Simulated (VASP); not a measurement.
# Os (P6_3/mmc) in VASP: a series of runs

One crystal, Os, is run at these levels: r2SCAN, r2SCAN+rVV10; tasks: relaxation of cell and atoms.

Everything below comes from runs of VASP 6.6.1. Logs are shortened: lines on timing, memory, paths and dates and some standing lists are left out, and cuts for length are marked.

### 1 Starting point

The structure is hexagonal, space group P6_3/mmc (No. 194). Conventional cell: a = 2.746 Å, b = 2.746 Å, c = 4.326 Å, α = 90.00°, β = 90.00°, γ = 120.00°. Around Os (site symmetry -6m2) lie 12 Os at 2.68 to 2.75 Å.

### 2 Relaxation of cell and atoms, r2SCAN

File INCAR:

```
SYSTEM = Os
PREC = Accurate
ENCUT = 600
EDIFF = 1E-7
ISMEAR = 0
SIGMA = 0.1
LREAL = .FALSE.
LASPH = .TRUE.
NELM = 80
ALGO = Normal
ISIF = 3
LWAVE = .FALSE.
LCHARG = .FALSE.
METAGGA = R2SCAN
LMIXTAU = .TRUE.
IBRION = 2
NSW = 90
EDIFFG = -0.005
```

File KPOINTS:

```
Automatic mesh
0
G
  18 18 10
  0 0 0
```

File POSCAR:

```
Os
1.0
    2.7461342300      0.0000000000      0.0000000000
   -1.3730671200      2.3782220100      0.0000000000
    0.0000000000      0.0000000000      4.3263142200
Os
2
Direct
    0.3333333300      0.6666666700      0.2500000000
    0.6666666700      0.3333333300      0.7500000000
```

Potentials or basis: VASP PAW PBE potentials, release 64 (Os).

Launch:

```sh
> cat potpaw_PBE.64/Os/POTCAR > POTCAR
> mpirun -np 1 vasp_std > vasp.out
```

OUTCAR:

```text
SYSTEM = Os
   PREC = Accurate
   ENCUT = 600
   EDIFF = 1E-7
   ISMEAR = 0
   LREAL = .FALSE.
   LASPH = .TRUE.
   NELM = 80
   ISIF = 3
   METAGGA = R2SCAN
   IBRION = 2
   NSW = 90
   EDIFFG = -0.005

 ion  position               nearest neighbor table
   1  0.333  0.667  0.250-   2 2.68   2 2.68   2 2.68   2 2.68   2 2.68   2 2.68
   2  0.667  0.333  0.750-   1 2.68   1 2.68   1 2.68   1 2.68   1 2.68   1 2.68

  LATTYP: Found a hexagonal cell.
 ALAT       =     2.7461342300
 C/A-ratio  =     1.5754197929

  Lattice vectors:

 A1 = (   2.7461342300,   0.0000000000,   0.0000000000)
 A2 = (  -1.3730671200,   2.3782220100,   0.0000000000)
 A3 = (   0.0000000000,   0.0000000000,   4.3263142200)

Analysis of symmetry for initial positions (statically):
=====================================================================
 Subroutine PRICEL returns:
 Original cell was already a primitive cell.

 Routine SETGRP: Setting up the symmetry group for a
 hexagonal supercell.

 Subroutine GETGRP returns: Found 24 space group operations
 (whereof 12 operations were pure point group operations)
 out of a pool of 24 trial point group operations.

The static configuration has the point symmetry D_3d.
 The point group associated with its full space group is D_6h.

Analysis of symmetry for dynamics (positions and initial velocities):
=====================================================================
 Subroutine PRICEL returns:
 Original cell was already a primitive cell.

 Routine SETGRP: Setting up the symmetry group for a
 hexagonal supercell.

 Subroutine GETGRP returns: Found 24 space group operations
 (whereof 12 operations were pure point group operations)
 out of a pool of 24 trial point group operations.

The dynamic configuration has the point symmetry D_3d.
 The point group associated with its full space group is D_6h.

 Subroutine INISYM returns: Found 24 space group operations
 (whereof 12 operations are pure point group operations),
 and found     1 'primitive' translations

----------------------------------------------------------------------------------------

                                     Primitive cell

  volume of cell :      28.2548

  direct lattice vectors                    reciprocal lattice vectors
     2.746134230  0.000000000  0.000000000     0.364148259  0.210241096  0.000000000
    -1.373067120  2.378222010  0.000000000     0.000000000  0.420482190  0.000000000
     0.000000000  0.000000000  4.326314220     0.000000000  0.000000000  0.231143636

  length of vectors
     2.746134230  2.746134236  4.326314220     0.420482191  0.420482190  0.231143636

  position of ions in fractional coordinates (direct lattice)
     0.333333330  0.666666670  0.250000000
     0.666666670  0.333333330  0.750000000

  ion indices of the primitive-cell ions
   primitive index   ion index
                 1           1
                 2           2

----------------------------------------------------------------------------------------

 KPOINTS: Automatic mesh

Automatic generation of k-mesh.
 Grid dimensions read from file:
 generate k-points for:   18   18   10

 Generating k-lattice:

  Cartesian coordinates                     Fractional coordinates (reciprocal lattice)
     0.020230459  0.011680061  0.000000000     0.055555556 -0.000000000  0.000000000
     0.000000000  0.023360122  0.000000000     0.000000000  0.055555556  0.000000000
     0.000000000  0.000000000  0.023114364     0.000000000  0.000000000  0.100000000

  Length of vectors
     0.023360122  0.023360122  0.023114364

  Shift w.r.t. Gamma in fractional coordinates (k-lattice)
     0.000000000  0.000000000  0.000000000

 Subroutine IBZKPT returns following result:
 ===========================================

 Found    222 irreducible k-points:

 Following reciprocal coordinates:
            Coordinates               Weight
  0.000000  0.000000  0.000000      1.000000
  0.055556  0.000000  0.000000      6.000000
  0.111111  0.000000  0.000000      6.000000
  0.166667  0.000000  0.000000      6.000000
  0.222222  0.000000  0.000000      6.000000
  0.277778  0.000000  0.000000      6.000000
[... 16 lines left out ...]
  0.333333  0.111111  0.000000     12.000000
  0.388889  0.111111  0.000000     12.000000
 [... further k-points ...]
   k-points           NKPTS =    222   k-points in BZ     NKDIM =    222   number of bands    NBANDS=     12
   number of dos      NEDOS =    301   number of ions     NIONS =      2
   total plane-waves  NPLWV =  20736
   dimension x,y,z NGX =    24 NGY =   24 NGZ =   36
   dimension x,y,z NGXF=    48 NGYF=   48 NGZF=   72
   ions per type =               2
   NGX,Y,Z   is equivalent  to a cutoff of  14.53, 14.53, 13.83 a.u.
   NGXF,Y,Z  is equivalent  to a cutoff of  29.06, 29.06, 27.67 a.u.
 SYSTEM =  Os
   PREC   = accura    normal or accurate (medium, high low for compatibility)
   ISTART =      0    job   : 0-new  1-cont  2-samecut
   ICHARG =      2    charge: 1-file 2-atom 10-const
   ISPIN  =      1    spin polarized calculation?
   LNONCOLLINEAR =      F non collinear calculations
   LSORBIT =      F    spin-orbit coupling
   LASPH  =      T    aspherical Exc in radial PAW
   ENCUT  =  600.0 eV  44.10 Ry    6.64 a.u.   5.48  5.48  8.64*2*pi/ulx,y,z
   NELM   =     80;   NELMIN=  2; NELMDL= -5     # of ELM steps
   EDIFF  = 0.1E-06   stopping-criterion for ELM
   LREAL  =      F    real-space projection
   EDIFFG = -.5E-02   stopping-criterion for IOM
   NSW    =     90    number of steps for IOM
   IBRION =      2    ionic relax: 0-MD 1-quasi-New 2-CG
   NFREE  =      1    steps in history (QN), initial steepest desc. (CG)
   ISIF   =      3    stress and relaxation
   ISYM   =      2    0-nonsym 1-usesym 2-fastsym
   POTIM  = 0.5000    time-step for ionic-motion
   TEBEG  =    0.0;   TEEND  =   0.0 temperature during run
   PSTRESS=    0.0 pullay stress
   NELECT =      16.0000    total number of electrons
   NUPDOWN=      -1.0000    fix difference up-down
   EMIN   =  10.00;   EMAX   =-10.00  energy-range for DOS
   EFERMI =   0.00;   METHOD = LEGACY
   ISMEAR =     0;   SIGMA  =   0.10  broadening in eV -4-tet -1-fermi 0-gaus
   EFERMI_NEDOS =   21; number of points for ismear=-14 and -15
   IALGO  =     38    algorithm
   IMIX   =      4    mixing-type and parameters
     AMIX     =   0.40;   BMIX     =  1.00
     AMIX_MAG =   1.60;   BMIX_MAG =  1.00
  volume/ion in A,a.u.               =      14.13        95.34
  Fermi-wavevector in a.u.,A,eV,Ry     =   1.354412  2.559467 24.958956  1.834432
  Thomas-Fermi vector in A             =   2.481586
   LORBIT       =      0    0 simple, 1 ext, 2 COOP (PROOUT), +10 PAW based schemes
   METAGGA = R2SCAN    functional components
   LHFCALC =     F    Hartree Fock is set to
   AEXX    =    0.0000 exact exchange contribution
   IVDW    =     0    specifies the selected vdW correction
   LEPSILON=     F    determine dielectric tensor
   LRPA    =     F    only Hartree local field effects (RPA)
 conjugate gradient relaxation of ions
 non-spin polarized calculation
 Gauss-broadening in eV      SIGMA  =   0.10
  energy-cutoff  :      600.00
  volume of cell :       28.25
 maximum number of plane-waves:       972
 NGX is ok and might be reduce to    24
   NGX = 11   NGY = 11   NGZ = 17

--------------------------------------- Ionic step        1  -------------------------------------------

 number of electron      16.0000001 magnetization

 Free energy of the ion-electron system (eV)
  ---------------------------------------------------
  ext. energy  EPLUGINS =         0.00000000
  ---------------------------------------------------
  free energy    TOTEN  =      -106.00609041 eV

  energy without entropy =     -105.99852793  energy(sigma->0) =     -106.00230917

------------------------ aborting loop because EDIFF is reached ----------------------------------------

  FORCE on cell =-STRESS in cart. coord.  units (eV):
  Direction    XX          YY          ZZ          XY          YZ          ZX
  --------------------------------------------------------------------------------------
  -------------------------------------------------------------------------------------
  Total       -0.4855448     -0.4855448     -0.2587620      0.0000000     -0.0000000      0.0000000
  in kB      -27.5326298    -27.5326299    -14.6729975      0.0000001     -0.0000000      0.0000000
  external PRESSURE =     -23.2460857 kB  Pullay stress =       0.0000000 kB
[... 129 lines left out ...]
  energy  without entropy=     -106.0001364529  energy(sigma->0) =     -106.00373757

--------------------------------------- Ionic step        5  -------------------------------------------

 number of electron      16.0000001 magnetization

 Free energy of the ion-electron system (eV)
  ---------------------------------------------------
  ext. energy  EPLUGINS =         0.00000000
  ---------------------------------------------------
  free energy    TOTEN  =      -106.00744871 eV

  energy without entropy =     -106.00012312  energy(sigma->0) =     -106.00378592

 E-fermi :   9.1971     XC(G=0): -15.3632

 val. band max:        9.1857160698   @ k =   0.2222   0.0556   0.3000
 cond. band min:       9.1998708729   @ k =   0.2778   0.0000   0.1000
 fundamental gap:      0.0141548031
 Fermi energy:         9.1970667544

 k-point     1 :       0.0000    0.0000    0.0000
  band No.  band energies     occupation
      1      -2.1979      2.00000
      2       1.1008      2.00000
      3       6.0420      2.00000
      4       6.0420      2.00000
      5       6.3101      2.00000
      6       6.9039      2.00000
      7       6.9039      2.00000
      8       7.5640      2.00000
      9       7.5640      2.00000
     10       9.2065      0.89389
     11      10.9358      0.00000
     12      10.9358      0.00000
[... 331 lines left out ...]
 k-point    24 :       0.3889    0.1111    0.0000
  band No.  band energies     occupation
      1       2.1173      2.00000
      2       2.2281      2.00000
      3       2.5938      2.00000
      4       5.4423      2.00000
      5       5.5274      2.00000
      6       6.4494      2.00000
      7       7.2022      2.00000
      8      10.8319      0.00000
      9      11.2772      0.00000
     10      11.7614      0.00000
     11      13.2404      0.00000
     12      16.4309      0.00000

 [... further k-points ...]
[... 5 lines left out ...]
  --------------------------------------------------------------------------------------
  -------------------------------------------------------------------------------------
  Total        0.0002886      0.0002886      0.0022327     -0.0000000      0.0000000      0.0000000
  in kB        0.0164545      0.0164545      0.1273088     -0.0000000      0.0000000      0.0000000
  external PRESSURE =       0.0534059 kB  Pullay stress =       0.0000000 kB
[... 17 lines left out ...]
  FREE ENERGIE OF THE ION-ELECTRON SYSTEM (eV)
  ---------------------------------------------------
  free  energy   TOTEN  =      -106.0074487144 eV

  energy  without entropy=     -106.0001231186  energy(sigma->0) =     -106.00378592

 reached required accuracy - stopping structural energy minimisation
```

Wall time 6.9 min (1 thread of Intel Xeon 6975P-C (Granite Rapids), shared host); peak memory 0.26 GiB.

What came out:

```yaml
Free_energy: -106.0074 eV
Relaxed_volume: 14.05 Å³/atom
Relaxed_cell: a = 2.739 Å, b = 2.739 Å, c = 4.326 Å, α = 90.00°, β = 90.00°, γ = 120.00°
Space_group_after_relaxing_to_0.05_Å: P6_3/mmc (No. 194)
Energy_gained_by_relaxing: 0.7 meV/atom
Ionic_steps: 5
Pressure_after_relaxing: 0.0 GPa
Band_gap_on_the_k_mesh: none (metal or under the smearing width)
```

The path:
| step | energy change (eV) | largest force (eV/Å) | pressure (GPa) | volume (Å³) |
| --- | --- | --- | --- | --- |
| 1 | 0.0000 | 0.0000 | -2.32 | 28.25 |
| 2 | 0.0217 | 0.0000 | 11.19 | 27.42 |
| 3 | -0.0013 | 0.0000 | 0.11 | 28.09 |
| 4 | -0.0012 | 0.0000 | -0.11 | 28.10 |
| 5 | -0.0014 | 0.0000 | 0.01 | 28.10 |

Final structure:
```
Os
1.0
     2.73872    0.00000    0.00000
    -1.36936    2.37180    0.00000
     0.00000    0.00000    4.32579
Os
2
Direct
  0.33333 0.66667 0.25000
  0.66667 0.33333 0.75000
```

Caveat: the PAW data sets were made with another functional, which shifts forces and pressure a little. Spin-orbit coupling is left out, which matters for the levels of Os.

[end of part 1 of 2]
